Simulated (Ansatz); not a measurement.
Rh:

```
Rh
1.0
     2.69174    0.00000    0.00000
    -1.34587    2.33112    0.00000
     0.00000    0.00000    8.79807
Rh
4
Direct
  0.66667 0.33333 0.75000
  0.00000 0.00000 0.50000
  0.33333 0.66667 0.25000
  0.00000 0.00000 0.00000
```

This isn't the form of Rh at room conditions, which is fcc.

Program: Ansatz 0.2.0. Alike in all runs: task projected density of states; potentials or basis Ansatz PAW; no spin polarisation; cell as given; k mesh 6 × 6 × 2; smearing fermi-dirac 0.05 eV; the mesh is coarse, so values aren't converged.

Task: Order these runs on this cell by their pressure, lowest first.
A. level LDA; cutoff (eV) 420
B. level r2SCAN0; cutoff (eV) 500
C. level PBEsol; cutoff (eV) 420
D. level r2SCAN; cutoff (eV) 500

Result: A (-11.1 GPa), B (-9.4 GPa), C (-5.0 GPa), D (-0.6 GPa).

Caveats: all runs use coarse meshes; the PAW data sets come from PBE, with cores solved anew for the run's functional, which leaves a small shift of forces and pressure; the density of states is complete only up to the lowest level of the last band computed; the thresholds are loose for stress (some runs).
